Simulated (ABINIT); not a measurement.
Wanted: the native input for an ABINIT 10.8.3 (patched build) run.

```
Task                : band structure
Functional          : PBEsol
Potentials or basis : JTH PAW PBE v2.0
Cutoff              : 463 eV
k mesh              : 8 × 8 × 1
Occupations         : fermi-dirac, width 0.05 eV
Spin                : no spin polarisation
Most SCF steps      : 120
Fine-grid cutoff    : 925.187 eV
```

Ga2Se, a slab with vacuum:

```
CELL_PARAMETERS angstrom
3.77418 0.00000 0.00000
-1.88709 3.26854 0.00000
0.00000 0.00000 26.14046
ATOMIC_POSITIONS crystal
Ga 0.66667 0.33333 0.28691
Ga 0.66667 0.33333 0.38009
Se 0.33333 0.66667 0.42424
Se 0.00000 0.00000 0.57572
Ga 0.33333 0.66667 0.61991
Ga 0.33333 0.66667 0.71309
```

These files were run (other wordings do the same):

run.abi

```
# Datasets: ground state, then fixed potential
ndtset 2

# Pseudopotentials
pp_dirpath "./"
pseudos "Ga.GGA_PBE-JTH.xml, Se.GGA_PBE-JTH.xml"

# Structure
acell 7.1321675474 7.1321675474 49.3983153116
rprim
     1.0000000000     0.0000000000     0.0000000000
    -0.5000000000     0.8660254038     0.0000000000
     0.0000000000     0.0000000000     1.0000000000
ntypat 2
znucl 31 34
natom 6
typat 1 1 2 2 1 1
xred
     0.6666666667     0.3333333333     0.2869115241
     0.6666666667     0.3333333333     0.3800913625
     0.3333333333     0.6666666667     0.4242390508
     0.0000000000     0.0000000000     0.5757217354
     0.3333333333     0.6666666667     0.6199086375
     0.3333333333     0.6666666667     0.7130884759
chkprim 0
chksymtnons 0
tolsym 1.0e-6

# Plane-wave basis
ecut 17.0
pawecutdg 34.0
pawxcdev 0

# Exchange and correlation
ixc -116133

# Bands and occupations
occopt 3
tsmear 0.05 eV

# SCF cycle
nstep 120

# Output
iomode 3
prtwf 0
prteig 0
prtebands 0
prtden1 1
prtvha1 1
prtvclmb1 1
prtpot1 1

# Dataset 1
kptopt1 1
ngkpt1 8 8 1
nshiftk1 1
shiftk1 0.0 0.0 0.0
nband1 39
tolvrs1 1.0e-9

# Dataset 2: bands along G-M-K-G-A-L-H-A
iscf2 -2
getden2 1
nband2 45
nbdbuf2 4
tolwfr2 1.0e-11
kptopt2 -7
ndivsm2 6
prteig2 1
prtvol2 -3
kptbounds2
     0.0000000000     0.0000000000     0.0000000000
     0.5000000000     0.0000000000     0.0000000000
     0.3333333333     0.3333333333     0.0000000000
     0.0000000000     0.0000000000     0.0000000000
     0.0000000000     0.0000000000     0.5000000000
     0.5000000000     0.0000000000     0.5000000000
     0.3333333333     0.3333333333     0.5000000000
     0.0000000000     0.0000000000     0.5000000000
```

Potentials or basis: JTH PAW PBE v2.0.

The run is started by

```bash
$ mpirun --bind-to none -np 4 abinit run.abi > log 2>&1
```

Results of the run:

```
Largest force                                         : 0.617 eV/Å
Band gap on the k mesh                                : none (metal or under the smearing width)
Valence electrons inside the program's atomic spheres : Ga 10.92, 11.06; Se 3.95
```

Caveat: the slab has no dipole correction, so unlike faces share one vacuum level; the PAW data sets were made with another functional, which shifts forces and pressure a little.

Run time: 13 min on 4 MPI ranks on Arm Neoverse V1, on a shared host, peak memory 2.1 GiB a rank.
